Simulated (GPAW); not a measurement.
Runs of GPAW 26.7.0 on MnSi. The structure is cubic, space group Pm-3m (No. 221). Conventional cell: a = 3.031 Å, b = 3.031 Å, c = 3.031 Å, α = 90.00°, β = 90.00°, γ = 90.00°. Around Mn (site symmetry m-3m) lie 8 Si at 2.62 Å. Si (site symmetry m-3m) has 8 Mn at 2.62 Å as nearest neighbours. The cell was built by a generator and needn't be a form met in nature.

```csv
cell,site radius,gap on the mesh (eV),moment (μB)
"Pm-3m, 13.92 Å³/atom",1.247,none,(a)
"Pm-3m, 14.21 Å³/atom",1.255,none,1.09
"Pm-3m, 13.63 Å³/atom",1.238,none,0.94
"Pm-3m, 14.5 Å³/atom",1.264,none,1.11
```

Alike in all rows: task magnons; level LDA; potentials or basis the program's PAW data sets (release 1.2.1) made for this functional, pw; spin collinear, ferromagnetic start; k mesh 7 × 7 × 7; cutoff (eV) 400; smearing fermi-dirac 0.05 eV.

Fill in the values left out.

(a) 1.04.

Caveats: the number of bands moves the energies at small q by some ten meV; the exchange constants hang on this mesh and on the site radius; magnon energies are noisy on this mesh; the moment fell far below its start of 5 μB, so a state of higher moment may lie lower in energy.

A gap of «none» marks a metal or a gap under the smearing width.
